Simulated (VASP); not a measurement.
A run of VASP 6.6.1:

File INCAR:

```
PREC = Accurate
ENCUT = 600
EDIFF = 1E-7
ISMEAR = 0
SIGMA = 0.03
LREAL = False
LASPH = True
NELM = 80
ALGO = Normal
ISIF = 3
LWAVE = False
LCHARG = False
GGA = PS
IBRION = 2
NSW = 90
EDIFFG = -0.005
```

The input KPOINTS:

```
regular mesh
0
Gamma
  10 10 10
```

POSCAR

```
CaO                                     
1.0
   -0.0000000000      2.3873311535      2.3873311535
    2.3873311535     -0.0000000000      2.3873311535
    2.3873311535      2.3873311535     -0.0000000000
  Ca              O             
     1     1
Direct
     0.0000000000000000    0.0000000000000000    0.0000000000000000
     0.5000000000000000    0.5000000000000000    0.5000000000000000
```

Potentials or basis: VASP PAW PBE potentials, release 64 (Ca_sv, O).

Launch:

```bash
$ cat potpaw_PBE.64/Ca_sv/POTCAR potpaw_PBE.64/O/POTCAR > POTCAR
$ mpirun -np 1 vasp_std > vasp.out
```

Hardware: 1 thread of Intel(R) Xeon(R) Platinum 8559C (Emerald Rapids), with other jobs on the host.

**Question.** Estimate the wall time of this run.

**Answer.** It took 19 s on 1 thread of Intel(R) Xeon(R) Platinum 8559C (Emerald Rapids), on a shared host, peak memory 0.16 GiB. Counts: scf iterations 14, k points 47, ion steps 1.
